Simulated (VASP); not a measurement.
# ZrC (I4mm) in VASP: further runs

The runs below take ZrC through single point, with PBEsol.

Everything below comes from runs of VASP 6.6.1. Logs are shortened: lines on timing, memory, paths and dates and some standing lists are left out, and cuts for length are marked.

## 1. The cell of the first run

It takes space group I4mm (No. 107, tetragonal). The conventional cell has a = 3.324 Å, b = 3.324 Å, c = 4.700 Å, α = 90.00°, β = 90.00°, γ = 90.00°. Around Zr (site symmetry 4mm) lie 6 C at 2.30 to 2.40 Å. Around C (site symmetry 4mm) lie 6 Zr at 2.30 to 2.40 Å.

## 2. Single point, PBEsol (all C atoms moved -0.050 Å, as atom 2 along Cartesian [0 0 1])

The input, INCAR:

```
  ALGO = Fast
  EDIFF = 1E-6
  ENCUT = 520
  GGA = PS
  ISIF = 2
  ISMEAR = 0
  LASPH = True
  LCHARG = False
  LREAL = False
  LWAVE = False
  NBANDS = 15
  NELM = 60
  PREC = Accurate
  SIGMA = 0.15
```

The input, KPOINTS:

```
k-points
0
Gamma
  18 18 18
```

The input, POSCAR:

```
ZrC
1.0
    0.0000000000      2.3502100000      2.3502100000
    2.3502100000      0.0000000000      2.3502100000
    2.3502100000      2.3502100000      0.0000000000
Zr C
1 1
Direct
    0.5000000000      0.5000000000      0.5000000000
   -0.0106373473     -0.0106373473      0.0106373473
```

Potentials or basis: VASP PAW PBE potentials, release 64 (Zr_sv, C).

Command:

```sh
cat potpaw_PBE.64/Zr_sv/POTCAR potpaw_PBE.64/C/POTCAR > POTCAR
mpirun -np 1 vasp_std > vasp.out
```

OUTCAR:

```text
EDIFF = 1E-6
   ENCUT = 520
   GGA = PS
   ISIF = 2
   ISMEAR = 0
   LASPH = True
   LREAL = False
   NELM = 60
   PREC = Accurate

 ion  position               nearest neighbor table
   1  0.500  0.500  0.500-   2 2.30   2 2.35   2 2.35   2 2.35   2 2.35   2 2.40
   2  0.989  0.989  0.011-   1 2.30   1 2.35   1 2.35   1 2.35   1 2.35   1 2.40

  LATTYP: Found a face centered cubic cell.
 ALAT       =     4.7004200000

  Lattice vectors:

 A1 = (   0.0000000000,   2.3502100000,   2.3502100000)
 A2 = (   2.3502100000,   0.0000000000,   2.3502100000)
 A3 = (   2.3502100000,   2.3502100000,   0.0000000000)

Analysis of symmetry for initial positions (statically):
=====================================================================
 Subroutine PRICEL returns:
 Original cell was already a primitive cell.

 Routine SETGRP: Setting up the symmetry group for a
 face centered cubic supercell.

 Subroutine GETGRP returns: Found  8 space group operations
 (whereof  8 operations were pure point group operations)
 out of a pool of 48 trial point group operations.

The static configuration has the point symmetry C_4v.

Analysis of symmetry for dynamics (positions and initial velocities):
=====================================================================
 Subroutine PRICEL returns:
 Original cell was already a primitive cell.

 Routine SETGRP: Setting up the symmetry group for a
 face centered cubic supercell.

 Subroutine GETGRP returns: Found  8 space group operations
 (whereof  8 operations were pure point group operations)
 out of a pool of 48 trial point group operations.

The dynamic configuration has the point symmetry C_4v.

 Subroutine INISYM returns: Found  8 space group operations
 (whereof  8 operations are pure point group operations),
 and found     1 'primitive' translations

----------------------------------------------------------------------------------------

                                     Primitive cell

  volume of cell :      25.9627

  direct lattice vectors                    reciprocal lattice vectors
     0.000000000  2.350210000  2.350210000    -0.212746946  0.212746946  0.212746946
     2.350210000  0.000000000  2.350210000     0.212746946 -0.212746946  0.212746946
     2.350210000  2.350210000  0.000000000     0.212746946  0.212746946 -0.212746946

  length of vectors
     3.323698856  3.323698856  3.323698856     0.368488520  0.368488520  0.368488520

  position of ions in fractional coordinates (direct lattice)
     0.500000000  0.500000000  0.500000000
     0.989362653  0.989362653  0.010637347

  ion indices of the primitive-cell ions
   primitive index   ion index
                 1           1
                 2           2

----------------------------------------------------------------------------------------

 KPOINTS: k-points

Automatic generation of k-mesh.
 Grid dimensions read from file:
 generate k-points for:   18   18   18

 Generating k-lattice:

  Cartesian coordinates                     Fractional coordinates (reciprocal lattice)
    -0.011819275  0.011819275  0.011819275     0.055555556  0.000000000  0.000000000
     0.011819275 -0.011819275  0.011819275     0.000000000  0.055555556  0.000000000
     0.011819275  0.011819275 -0.011819275     0.000000000  0.000000000  0.055555556

  Length of vectors
     0.020471584  0.020471584  0.020471584

  Shift w.r.t. Gamma in fractional coordinates (k-lattice)
     0.000000000  0.000000000  0.000000000

 Subroutine IBZKPT returns following result:
 ===========================================

 Found    480 irreducible k-points:

 Following reciprocal coordinates:
            Coordinates               Weight
  0.000000  0.000000  0.000000      1.000000
  0.055556  0.000000  0.000000      8.000000
  0.111111  0.000000  0.000000      8.000000
  0.166667  0.000000  0.000000      8.000000
  0.222222  0.000000  0.000000      8.000000
  0.277778  0.000000  0.000000      8.000000
[... 16 lines left out ...]
  0.388889  0.055556  0.000000      8.000000
  0.000000  0.388889  0.055556     16.000000
 [... further k-points ...]
   k-points           NKPTS =    480   k-points in BZ     NKDIM =    480   number of bands    NBANDS=     15
   number of dos      NEDOS =    301   number of ions     NIONS =      2
   total plane-waves  NPLWV =  21952
   dimension x,y,z NGX =    28 NGY =   28 NGZ =   28
   dimension x,y,z NGXF=    56 NGYF=   56 NGZF=   56
   ions per type =               1   1
   NGX,Y,Z   is equivalent  to a cutoff of  14.01, 14.01, 14.01 a.u.
   NGXF,Y,Z  is equivalent  to a cutoff of  28.01, 28.01, 28.01 a.u.
 SYSTEM =  unknown system
   PREC   = accura    normal or accurate (medium, high low for compatibility)
   ISTART =      0    job   : 0-new  1-cont  2-samecut
   ICHARG =      2    charge: 1-file 2-atom 10-const
   ISPIN  =      1    spin polarized calculation?
   LNONCOLLINEAR =      F non collinear calculations
   LSORBIT =      F    spin-orbit coupling
   LASPH  =      T    aspherical Exc in radial PAW
   ENCUT  =  520.0 eV  38.22 Ry    6.18 a.u.   6.18  6.18  6.18*2*pi/ulx,y,z
   NELM   =     60;   NELMIN=  2; NELMDL= -5     # of ELM steps
   EDIFF  = 0.1E-05   stopping-criterion for ELM
   LREAL  =      F    real-space projection
   EDIFFG = 0.1E-04   stopping-criterion for IOM
   NSW    =      0    number of steps for IOM
   IBRION =     -1    ionic relax: 0-MD 1-quasi-New 2-CG
   NFREE  =      0    steps in history (QN), initial steepest desc. (CG)
   ISIF   =      2    stress and relaxation
   ISYM   =      2    0-nonsym 1-usesym 2-fastsym
   POTIM  = 0.5000    time-step for ionic-motion
   TEBEG  =    0.0;   TEEND  =   0.0 temperature during run
   PSTRESS=    0.0 pullay stress
   NELECT =      16.0000    total number of electrons
   NUPDOWN=      -1.0000    fix difference up-down
   EMIN   =  10.00;   EMAX   =-10.00  energy-range for DOS
   EFERMI =   0.00;   METHOD = LEGACY
   ISMEAR =     0;   SIGMA  =   0.15  broadening in eV -4-tet -1-fermi 0-gaus
   EFERMI_NEDOS =   21; number of points for ismear=-14 and -15
   IALGO  =     68    algorithm
   IMIX   =      4    mixing-type and parameters
     AMIX     =   0.40;   BMIX     =  1.00
     AMIX_MAG =   1.60;   BMIX_MAG =  1.00
  volume/ion in A,a.u.               =      12.98        87.60
  Fermi-wavevector in a.u.,A,eV,Ry     =   1.393151  2.632673 26.407131  1.940869
  Thomas-Fermi vector in A             =   2.516825
   LORBIT       =      0    0 simple, 1 ext, 2 COOP (PROOUT), +10 PAW based schemes
   GGA     = PS    functional components
   LHFCALC =     F    Hartree Fock is set to
   AEXX    =    0.0000 exact exchange contribution
   IVDW    =     0    specifies the selected vdW correction
   LEPSILON=     F    determine dielectric tensor
   LRPA    =     F    only Hartree local field effects (RPA)
 non-spin polarized calculation
 RMM-DIIS sequential band-by-band and
 Gauss-broadening in eV      SIGMA  =   0.15
  energy-cutoff  :      520.00
  volume of cell :       25.96
 maximum number of plane-waves:       725
 NGX is ok and might be reduce to    28
   NGX = 13   NGY = 13   NGZ = 13

 number of electron      16.0000000 magnetization

 Free energy of the ion-electron system (eV)
  ---------------------------------------------------
  ext. energy  EPLUGINS =         0.00000000
  ---------------------------------------------------
  free energy    TOTEN  =       -20.55979260 eV

  energy without entropy =      -20.55620741  energy(sigma->0) =      -20.55800000

 E-fermi :   9.5084     XC(G=0): -12.2790

 val. band max:        9.5046837111   @ k =   0.0000   0.4444   0.4444
 cond. band min:       9.5106752481   @ k =   0.4444   0.4444   0.0000
 fundamental gap:      0.0059915370
 Fermi energy:         9.5084257343

 k-point     1 :       0.0000    0.0000    0.0000
  band No.  band energies     occupation
      1     -38.4822      2.00000
      2     -16.2241      2.00000
      3     -16.2236      2.00000
      4     -16.2236      2.00000
      5      -1.7863      2.00000
      6      10.2026      0.00000
      7      10.2026      0.00000
      8      10.3692      0.00000
      9      10.5489      0.00000
     10      10.7980      0.00000
     11      10.7980      0.00000
     12      12.2980      0.00000
     13      12.3919      0.00000
     14      16.7775      0.00000
     15      19.8694      0.00000

 k-point     2 :       0.0556    0.0000    0.0000
  band No.  band energies     occupation
      1     -38.4791      2.00000
      2     -16.2522      2.00000
      3     -16.2263      2.00000
      4     -16.2261      2.00000
      5      -1.7149      2.00000
      6       9.6558      0.16458
      7       9.8909      0.00031
      8      10.0250      0.00000
      9      10.7171      0.00000
     10      10.8238      0.00000
     11      11.0919      0.00000
     12      12.7306      0.00000
     13      12.8029      0.00000
     14      16.9329      0.00000
     15      20.0660      0.00000

 k-point     3 :       0.1111    0.0000    0.0000
  band No.  band energies     occupation
      1     -38.4702      2.00000
      2     -16.3330      2.00000
      3     -16.2334      2.00000
      4     -16.2332      2.00000
      5      -1.5065      2.00000
      6       8.8664      2.00000
      7       9.2516      1.98456
      8       9.3274      1.91220
      9      10.9661      0.00000
     10      11.0060      0.00000
     11      11.4587      0.00000
     12      13.6216      0.00000
     13      13.6719      0.00000
     14      17.3480      0.00000
     15      20.6181      0.00000
[... 343 lines left out ...]
 k-point    23 :       0.3889    0.0556    0.0000
  band No.  band energies     occupation
      1     -38.3936      2.00000
      2     -16.9584      2.00000
      3     -16.3080      2.00000
      4     -16.2980      2.00000
      5       0.5861      2.00000
      6       5.0835      2.00000
      7       6.8284      2.00000
      8       7.0069      2.00000
      9      12.6132      0.00000
     10      13.5547      0.00000
     11      13.7552      0.00000
     12      17.6807      0.00000
     13      17.9373      0.00000
     14      19.0442      0.00000
     15      23.7643      0.00000

 k-point    24 :       0.0000    0.3889    0.0556
  band No.  band energies     occupation
      1     -38.3936      2.00000
      2     -16.9583      2.00000
      3     -16.3082      2.00000
      4     -16.2979      2.00000
      5       0.5856      2.00000
      6       5.0830      2.00000
      7       6.8215      2.00000
      8       7.0163      2.00000
      9      12.6098      0.00000
     10      13.5457      0.00000
     11      13.7584      0.00000
     12      17.6760      0.00000
     13      17.9812      0.00000
     14      19.0020      0.00000
     15      23.6778      0.00000

 [... further k-points ...]

------------------------ aborting loop because EDIFF is reached ----------------------------------------

  FORCE on cell =-STRESS in cart. coord.  units (eV):
  Direction    XX          YY          ZZ          XY          YZ          ZX
  --------------------------------------------------------------------------------------
  -------------------------------------------------------------------------------------
  Total       -0.6822566     -0.6822566     -0.5785348      0.0000000     -0.0000000      0.0000000
  in kB      -42.1025412    -42.1025412    -35.7017983      0.0000000     -0.0000000      0.0000000
  external PRESSURE =     -39.9689602 kB  Pullay stress =       0.0000000 kB

 VOLUME and BASIS-vectors are now :
 -----------------------------------------------------------------------------
  energy-cutoff  :      520.00
  volume of cell :       25.96
      direct lattice vectors                 reciprocal lattice vectors
     0.000000000  2.350210000  2.350210000    -0.212746946  0.212746946  0.212746946
     2.350210000  0.000000000  2.350210000     0.212746946 -0.212746946  0.212746946
     2.350210000  2.350210000  0.000000000     0.212746946  0.212746946 -0.212746946

 POSITION                                       TOTAL-FORCE (eV/Angst)
 -----------------------------------------------------------------------------------
      2.35021      2.35021      2.35021         0.000000      0.000000     -0.349553
      2.35021      2.35021      4.65042         0.000000      0.000000      0.349553
 -----------------------------------------------------------------------------------
    total drift:                                0.000000      0.000000      0.000345

  FREE ENERGIE OF THE ION-ELECTRON SYSTEM (eV)
  ---------------------------------------------------
  free  energy   TOTEN  =       -20.5597925978 eV

  energy  without entropy=      -20.5562074062  energy(sigma->0) =      -20.55800000
```

Wall time 4.3 min (1 thread of Intel Xeon Platinum 8375C at 2.90GHz (Ice Lake), shared host); peak memory 0.31 GiB.

What came out:

| Property | Result |
| --- | --- |
| Free energy | -20.5598 eV |
| Pressure | -4.0 GPa |
| Largest force | 0.350 eV/Å |
| Band gap on the k mesh | none (metal or under the smearing width) |

Forces in eV/Å, atoms in the order of the input:
```
Zr   0.000  0.000 -0.350
C    0.000  0.000  0.350
```

Caveat: the PAW data sets were made with another functional, which shifts forces and pressure a little.

## 3. Single point, PBEsol (all C atoms moved +0.075 Å, as atom 2 along Cartesian [0 0 1])

The input, INCAR:

```
SYSTEM = ZrC
  ALGO = Fast
  EDIFF = 1E-6
  ENCUT = 520
  GGA = PS
  ISIF = 2
  ISMEAR = 0
  LASPH = .True.
  LCHARG = .False.
  LREAL = .False.
  LWAVE = .False.
  NBANDS = 15
  NELM = 60
  PREC = Accurate
  SIGMA = 0.15
```

The input, KPOINTS:

```
k-points
0
Gamma
  18 18 18
  0 0 0
```

Edit POSCAR of step 2 so:

```diff
@@ -9,2 +9,2 @@
     0.5000000000      0.5000000000      0.5000000000
-   -0.0106373473     -0.0106373473      0.0106373473
+    0.0159560210      0.0159560210     -0.0159560210
```

Potentials or basis: VASP PAW PBE potentials, release 64 (Zr_sv, C).

Command:

```sh
cat potpaw_PBE.64/Zr_sv/POTCAR potpaw_PBE.64/C/POTCAR > POTCAR
mpirun -np 1 vasp_std > vasp.out
```

Wall time 4.6 min (1 thread of Intel Xeon Platinum 8375C at 2.90GHz (Ice Lake), shared host); peak memory 0.31 GiB.

The run converged. Its results:

* Free energy: -20.5489 eV
* Pressure: -3.8 GPa
* Largest force: 0.519 eV/Å
* Band gap on the k mesh: none (metal or under the smearing width)

Forces on the atoms (eV/Å):
```
Zr   0.000  0.000  0.519
C    0.000  0.000 -0.519
```

Stress tensor (GPa, compression positive):
```
-4.25  0.00  0.00
 0.00 -4.25  0.00
 0.00  0.00 -2.79
```

Levels at points of the mesh, in eV from the Fermi level:
```csv
k point,band 4,band 5,band 6,band 7,band 8,band 9,band 10,band 11,band 12,band 13
"(0.00, 0.00, 0.00)",-25.74,-11.30,0.54,0.54,0.76,1.03,1.43,1.43,2.78,2.98
"(0.50, 0.00, 0.00)",-25.83,-8.19,-5.36,-2.96,-2.95,4.45,4.48,5.30,6.43,10.05
"(0.50, 0.50, 0.00)",-26.03,-10.12,-2.07,-1.85,0.04,0.04,4.44,5.65,5.65,7.91
"(0.00, 0.50, 0.50)",-26.03,-10.12,-2.09,-1.95,0.03,0.16,4.47,5.65,5.65,8.01
```

Caveat: the PAW data sets were made with another functional, which shifts forces and pressure a little.

## 4. Single point, PBEsol (all C atoms moved -0.100 Å, as atom 2 along Cartesian [0 0 1])

The input, INCAR:

```
SYSTEM = ZrC
PREC     = Accurate       ! precision mode
ENCUT    = 520            ! plane-wave cutoff, eV
EDIFF    = 1E-7           ! SCF threshold, eV
ISMEAR   = 0              ! smearing method
SIGMA    = 0.15           ! smearing width, eV
LREAL    = .FALSE.        ! projectors in reciprocal space
LASPH    = .TRUE.         ! aspherical terms in the spheres
NELM     = 60             ! most SCF steps
ALGO     = Fast           ! electronic algorithm
ISIF     = 2              ! what is computed and relaxed
LWAVE    = .FALSE.        ! write WAVECAR
LCHARG   = .FALSE.        ! write CHGCAR
GGA      = PS             ! functional
NBANDS   = 15             ! bands
```

The input, KPOINTS:

```
regular mesh
0
G
  18 18 18
  0 0 0
```

Edit POSCAR of step 3 so:

```diff
@@ -9,2 +9,2 @@
     0.5000000000      0.5000000000      0.5000000000
-    0.0159560210      0.0159560210     -0.0159560210
+   -0.0212746946     -0.0212746946      0.0212746946
```

Command:

```sh
cat potpaw_PBE.64/Zr_sv/POTCAR potpaw_PBE.64/C/POTCAR > POTCAR
mpirun -np 1 vasp_std > vasp.out
```

Run time: 4.3 min. Hardware: 1 thread of Intel Xeon Platinum 8375C at 2.90GHz (Ice Lake), shared host; peak memory 0.31 GiB.

Results (log left out):

| Quantity | Value |
| --- | --- |
| Free energy | -20.5338 eV |
| Pressure | -3.4 GPa |
| Largest force | 0.690 eV/Å |
| Band gap on the k mesh | none (metal or under the smearing width) |

Forces in eV/Å, atoms in the order of the input:
```
Zr   0.000  0.000 -0.690
C    0.000  0.000  0.690
```

Stress tensor (GPa, compression positive):
```
-4.30  0.00  0.00
 0.00 -4.30  0.00
 0.00  0.00 -1.67
```

Levels at points of the mesh, in eV from the Fermi level:
```
           k point  band 4  band 5  band 6  band 7  band 8  band 9  band 10  band 11  band 12  band 13
(0.00, 0.00, 0.00)  -25.76  -11.32    0.39    0.39    0.64    1.01     1.56     1.56     2.76     3.10
(0.50, 0.00, 0.00)  -25.84   -8.21   -5.37   -2.98   -2.96    4.42     4.47     5.27     6.40     9.96
(0.50, 0.50, 0.00)  -26.05  -10.13   -2.07   -1.87    0.03    0.03     4.43     5.63     5.63     7.80
(0.00, 0.50, 0.50)  -26.05  -10.13   -2.11   -2.04    0.00    0.24     4.49     5.63     5.63     7.98
```

Caveat: the PAW data sets were made with another functional, which shifts forces and pressure a little.

## 5. Summary

| cell | further INCAR settings | gap on the mesh (eV) | pressure (GPa) | largest force (eV/Å) |
| --- | --- | --- | --- | --- |
| all C atoms moved -0.050 Å, as atom 2 along Cartesian [0 0 1] | ALGO = Fast; EDIFF = 1e-06; NBANDS = 15 | none | -4.0 | 0.35 |
| all C atoms moved +0.075 Å, as atom 2 along Cartesian [0 0 1] | ALGO = Fast; EDIFF = 1e-06; NBANDS = 15 | none | -3.8 | 0.52 |
| all C atoms moved -0.100 Å, as atom 2 along Cartesian [0 0 1] | ALGO = Fast; EDIFF = 1e-07; NBANDS = 15 | none | -3.4 | 0.69 |

Alike in all rows: task single point; level PBEsol; potentials or basis VASP PAW PBE potentials, release 64 (Zr_sv, C); no spin polarisation; k mesh 18 × 18 × 18; cutoff (eV) 520; smearing gaussian 0.15 eV.

Caveats: the PAW data sets were made with another functional, which shifts forces and pressure a little.

Total energies depend on the potentials used, so only differences within one code and one set of settings carry meaning.
